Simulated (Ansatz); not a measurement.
Reaction (cleavage of the Si–P bond): `F[SiH2]P` + `CC(=O)O` → `CC(=O)O[SiH2]F` + PH₃

Isolated molecules relaxed with PBE0-D4/def2-TZVP in Ansatz; ΔE leaves out vibrations. CBS: MP2 limit from def2 TZ/QZ plus the TZ coupled-cluster correction, frozen cores. This one scheme is used for every species. Functionals use def2-TZVPP. Each species was taken in one conformer, which may not be the lowest.

```csv
species,r2SCAN-D4 energy (Eh)
`F[SiH2]P`,-733.12397
`CC(=O)O`,-229.06897
`CC(=O)O[SiH2]F`,-619.10055
PH₃,-343.12089
```

Q: Work out ΔE.

A: ΔE = (-619.10055) + (-343.12089) − (-733.12397) − (-229.06897) = -0.02850 Eh = -0.78 eV. CCSD(T)/CBS gives -0.84 eV.

Q: What do rigid-rotor, harmonic-oscillator terms from PBE0-D4/def2-TZVP frequencies (298.15 K, 1 bar) make of the CCSD(T)/CBS value? (Best estimate.)

A: Computed: ΔZPE = -0.08 eV, ΔH = -0.90 eV, ΔS = -22 J/(mol·K), ΔG = -0.84 eV.

Largest T1 diagnostic among the species: 0.015.

From PBE to PBE0 (25 % exact exchange), in def2-TZVPP and without D4, ΔE moves by −0.06 eV. In def2-TZVPP, CCSD(T) changes the Hartree–Fock value by +0.11 eV (the triples alone add +0.02 eV) and MP2 by +0.10 eV. Leaving LDA and LC-ωPBE aside and taking each functional with its dispersion term where it has one, the values, not all of them listed here, spread over 0.27 eV, from BHLYP-D4 to PBE-D4. LDA lies −0.08 eV from PBE without D4.
